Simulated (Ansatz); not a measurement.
# YN: stress in a strained cell

Aim: deform YN (zz strain of -1 %) and compute stress, forces and field gradients with LAPW, PAW and all-electron datasets made for the crystal.

Computed with Ansatz 0.2.0 (DFT LDA, scalar-relativistic, unless a step's input says otherwise).

### 1 The starting structure

It takes space group Fm-3m (No. 225, cubic). The conventional cell has a = 4.877 Å, b = 4.877 Å, c = 4.877 Å, α = 90.00°, β = 90.00°, γ = 90.00°. Around Y (site symmetry m-3m) lie 6 N at 2.44 Å. Around N (site symmetry m-3m) lie 6 Y at 2.44 Å.

Structure file:

```
CELL_PARAMETERS angstrom
0.00000 2.43850 2.43850
2.43850 0.00000 2.43850
2.43850 2.43850 0.00000
ATOMIC_POSITIONS crystal
Y 0.00000 0.00000 0.00000
N 0.50000 0.50000 0.50000
```

Atoms are numbered in the order of the input: Y1, N2.

### 2 The deformed structure

Space group Fm-3m before, I4/mmm after.

### 3 All-electron LAPW

Input file input.yaml:

```yaml
crystal:
  lattice:
    - [0.0, 2.4385, 2.414115]
    - [2.4385, 0.0, 2.414115]
    - [2.4385, 2.4385, 0.0]
  atoms:
    - { symbol: "Y", position: [0.0, 0.0, 0.0] }
    - { symbol: "N", position: [0.5, 0.5, 0.5] }
kpoints:
  mp_grid: { grid: [11, 11, 11] }
  band_path:
    path:
      - [0.0, 0.0, 0.0]
      - [0.0, 0.5, 0.5]
      - [0.25, 0.75, 0.5]
      - [0.0, 0.5, 0.0]
      - [0.0, 0.0, 0.0]
      - [0.5, 0.5, 0.0]
      - [0.3775380063, 0.6224619937, 0.0]
      - [-0.3775380063, 0.3775380063, 0.0]
      - [0.0, 0.0, 0.0]
    npoints: 5
scf:
  occupations: { method: fermi_dirac, width: 0.03 }
hamiltonian:
  xc: lda
  pseudopotentials: { kind: all_electron, lapw: { basis_error: 0.001 } }
output:
  forces: true
  stress: true
  eigenvalues: true
```

The run is started by

```bash
$ ansatz run input.yaml --threads 1 --pin off --max-ram 3072MiB --backend cpu --events-out ev --progress --plain --runs-dir out
```

### 4 PAW on the default files

Input file input.yaml:

```yaml
crystal:
  lattice:
    - [0.0, 2.4385, 2.414115]
    - [2.4385, 0.0, 2.414115]
    - [2.4385, 2.4385, 0.0]
  atoms:
    - { symbol: "Y", position: [0.0, 0.0, 0.0] }
    - { symbol: "N", position: [0.5, 0.5, 0.5] }
kpoints:
  mp_grid: { grid: [11, 11, 11] }
scf:
  occupations: { method: fermi_dirac, width: 0.03 }
hamiltonian:
  xc: lda
  pseudopotentials: { kind: paw }
output:
  forces: true
  stress: true
  eigenvalues: true
  efg: { contact_densities: true }
  write_density: true
  write_potential: true
  elf: true
  volumetric_format: npy
```

### 5 All-electron PAW on datasets made for the crystal

input.yaml: that of step 4 with these lines changed.

```diff
@@ -14,3 +14,3 @@
   xc: lda
-  pseudopotentials: { kind: paw }
+  pseudopotentials: { kind: all_electron, datasets: crystal }
 output:
@@ -20,5 +20 @@
   efg: { contact_densities: true }
-  write_density: true
-  write_potential: true
-  elf: true
-  volumetric_format: npy
```

(Steps that only read results are left out.)

**Question.** What will these runs give? Wanted: pressure; largest shear or deviatoric stress.

The runs gave:

| quantity | value |
| --- | --- |
| pressure | LAPW -4.29, PAW -4.33, crystal datasets -4.29 GPa |
| largest shear or deviatoric stress (LAPW) | 1.72 GPa |

What this shows: The largest part of the stress beyond the pressure is 1.72 GPa in size, in the zz component; the atoms are carried along and not relaxed. No run of the undeformed cell stands beside it, so the pressure holds what the given cell had before the change. PAW: stress within 0.04 GPa of LAPW. Crystal datasets: stress within 0.01 GPa of LAPW.
